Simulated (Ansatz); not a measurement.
# CdS, space group Fm-3m: an all-electron equation of state

Computed with the Ansatz DFT code, driven from Python.

Typed at the interpreter:
```pycon
>>> import ansatz as az
>>> from ase.eos import EquationOfState
>>> from ase.units import GPa
>>> import numpy as np
>>> FILLING = 'Fixed'
>>> MESH = (6, 6, 6)
>>> vectors0 = np.array([
...     [0.0, 2.753244, 2.753244],
...     [2.753244, 0.0, 2.753244],
...     [2.753244, 2.753244, 0.0],
... ])
>>> sites = [
...     ('Cd', [0.0, 0.0, 0.0]),
...     ('S', [0.5, 0.5, 0.5]),
... ]
>>> def build(cell):
...     crystal = az.Crystal(lattice=az.Lattice.of(cell))
...     for symbol, position in sites:
...         crystal = crystal.atom(symbol, position)
...     return crystal
...
>>> volumes, energies = [], []
>>> for scale in np.linspace(0.92, 1.08, 5):
...     cell = vectors0 * scale ** (1 / 3)
...     setup = (
...         build(cell).calculation()
...         .functional(az.Functional.PBESOL)
...         .occupations(FILLING)
...         .kpoints(*MESH)
...         .pseudopotentials('all_electron', lapw=True, basis_error=0.001)
...     )
...     report = setup.run(threads=1).report
...     volumes.append(abs(np.linalg.det(cell)) / len(sites))
...     energies.append(report['free_energy_ev'] / len(sites))
...     print(f'{scale:.3f} {volumes[-1]:9.4f} A^3/atom {energies[-1]:16.5f} eV/atom  (estimated basis error {1000 * report["lapw_basis_errors"]["total_ev_per_atom"]:.2f} meV/atom)')
...
RunWarning: iter 2: σ=0 fill of 17 bands saw a band overlap (occupied 11.9097 eV > unoccupied 11.8741 eV) — on an unconverged iterate often a transient of an unconverged empty band; one that stands [...]
0.920   19.2009 A^3/atom     -81505.83637 eV/atom  (estimated basis error 0.37 meV/atom)
0.960   20.0357 A^3/atom     -81505.83764 eV/atom  (estimated basis error 0.36 meV/atom)
1.000   20.8706 A^3/atom     -81505.82209 eV/atom  (estimated basis error 0.36 meV/atom)
1.040   21.7054 A^3/atom     -81505.79339 eV/atom  (estimated basis error 0.35 meV/atom)
1.080   22.5402 A^3/atom     -81505.75441 eV/atom  (estimated basis error 0.34 meV/atom)
>>> v0, e0, bulk = EquationOfState(volumes, energies, eos='birchmurnaghan').fit()
>>> print(f'V0 = {v0:.4f} A^3/atom, B0 = {bulk / GPa:.1f} GPa')
V0 = 19.6660 A^3/atom, B0 = 84.3 GPa
```

A third-order Birch-Murnaghan fit through the 5 points has its minimum at 19.67 Å³ an atom, 5.8 % below the typed cell, with a bulk modulus of 84 GPa and dB/dP = 4.8. From that minimum the energy rises by 3.0 meV an atom on the compressed side and 85.0 meV on the expanded side. The window is off centre, so dB/dP is rough.

All-electron totals depend on functional, relativistic treatment and basis; only differences at equal settings carry meaning. This is a high-temperature or high-pressure form, not the ambient phase. This cell is a computed structure, which may not be the phase found in nature. Warnings are shown shortened and without file and line. It ran for 17 s on 1 thread of Intel(R) Xeon(R) Processor @ 2.30GHz, with other jobs on the host, peak memory 0.41 GiB.
